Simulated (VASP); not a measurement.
Output of a VASP run:

File OSZICAR:
```
       N       E                     dE             d eps       ncg     rms          rms(c)
DAV:   1     0.503973940339E+02    0.50397E+02   -0.59230E+03 11128   0.114E+03
DAV:   2    -0.114892097732E+02   -0.61887E+02   -0.57718E+02 14839   0.228E+02
DAV:   3    -0.192198228145E+02   -0.77306E+01   -0.76968E+01 17789   0.719E+01
DAV:   4    -0.198899009291E+02   -0.67008E+00   -0.66948E+00 16582   0.181E+01
DAV:   5    -0.198994242918E+02   -0.95234E-02   -0.95230E-02 15442   0.252E+00    0.991E+00
DAV:   6    -0.158958791431E+02    0.40035E+01   -0.25377E+01 12264   0.228E+01    0.458E+00
DAV:   7    -0.157421702957E+02    0.15371E+00   -0.16175E+00 15289   0.745E+00    0.233E+00
DAV:   8    -0.156630504519E+02    0.79120E-01   -0.36315E-01 13304   0.470E+00    0.116E+00
DAV:   9    -0.156536286665E+02    0.94218E-02   -0.49663E-02 13974   0.139E+00    0.363E-01
DAV:  10    -0.156547691457E+02   -0.11405E-02   -0.45803E-03 13724   0.380E-01    0.933E-02
DAV:  11    -0.156545114519E+02    0.25769E-03   -0.19885E-03 14402   0.200E-01    0.314E-02
DAV:  12    -0.156545237967E+02   -0.12345E-04   -0.15876E-04 14107   0.774E-02    0.163E-02
DAV:  13    -0.156545180682E+02    0.57285E-05   -0.33803E-05 15118   0.332E-02    0.160E-03
DAV:  14    -0.156545181376E+02   -0.69411E-07   -0.16746E-06 12273   0.945E-03
   1 F= -.15654518E+02 E0= -.15654518E+02  d E =-.131826E-39
```

OUTCAR:
```
------------------------ aborting loop because EDIFF is reached ----------------------------------------
  FORCE on cell =-STRESS in cart. coord.  units (eV):
  Direction    XX          YY          ZZ          XY          YZ          ZX
  --------------------------------------------------------------------------------------
  Total       -1.6445352     -1.6445351     -1.8567675     -0.0000003      0.0000000     -0.0000000
  in kB      -59.6392733    -59.6392717    -67.3359053     -0.0000095      0.0000000     -0.0000000
  external PRESSURE =     -62.2048168 kB  Pullay stress =       0.0000000 kB
  volume of cell :       44.18
      direct lattice vectors                 reciprocal lattice vectors
     3.628501000  0.000000000  0.000000000     0.275595900  0.159115326  0.000000000
    -1.814250000  3.142374000  0.000000000     0.000000000  0.318230739  0.000000000
     0.000000000  0.000000000  3.874684000     0.000000000  0.000000000  0.258085563
 POSITION                                       TOTAL-FORCE (eV/Angst)
 -----------------------------------------------------------------------------------
      0.00000      0.00000      1.93734         0.000000      0.000000      0.000000
     -0.00000      2.09492      0.00000         0.000000      0.000000      0.000000
      1.81425      1.04746      0.00000        -0.000000     -0.000000      0.000000
      0.00000      0.00000      0.00000        -0.000000      0.000000      0.000000
 -----------------------------------------------------------------------------------
    total drift:                                0.000000     -0.000000      0.000000
  FREE ENERGIE OF THE ION-ELECTRON SYSTEM (eV)
  ---------------------------------------------------
  free  energy   TOTEN  =       -15.6545181376 eV

  energy  without entropy=      -15.6545181376  energy(sigma->0) =      -15.65451814
```
(Selected blocks of OUTCAR.)

POSCAR:
```
Li3N
1
    3.6285010000     0.0000000000     0.0000000000
   -1.8142500000     3.1423740000     0.0000000000
    0.0000000000     0.0000000000     3.8746840000
Li N
3 1
Direct
  0.0000000000   0.0000000000   0.5000000000
  0.3333330000   0.6666670000   0.0000000000
  0.6666670000   0.3333330000   0.0000000000
  0.0000000000   0.0000000000   0.0000000000
```

**Question.** Write an INCAR and KPOINTS that could have produced this output.

**Answer.** This is not unique; one that fits is the input of the run itself, PBE GGA, plane waves, VASP's PBE PAW potentials (set 64).

### KPOINTS
```
K-points
0
Gamma
  16 16 13
0.5 0.5 0.5
```

### INCAR
```
SYSTEM  =  Li3N
PREC  =  Accurate; ENCUT  =  400; LREAL  =  .FALSE.
LASPH  =  .TRUE.
EDIFF  =  1E-6; NELM  =  100; ALGO  =  Normal
ISMEAR  =  0; SIGMA  =  0.01
GGA  =  PE
ISIF  =  2
LWAVE  =  .FALSE.; LCHARG  =  .FALSE.
```

POTCAR, in this order: Li_sv N (PBE.64 set). Program: vasp_std.

At this cut-off the stress carries a Pulay error, which pulls relaxed volumes low.

The structure comes from a computed database's Li3N entry; how it stands against other phases isn't given here. The cell was not relaxed at this level. The run is one of a series of settings (KPOINTS 16×16×13 Γ-centred mesh shifted by (0.5, 0.5, 0.5) against the base run), some of them coarse on purpose.
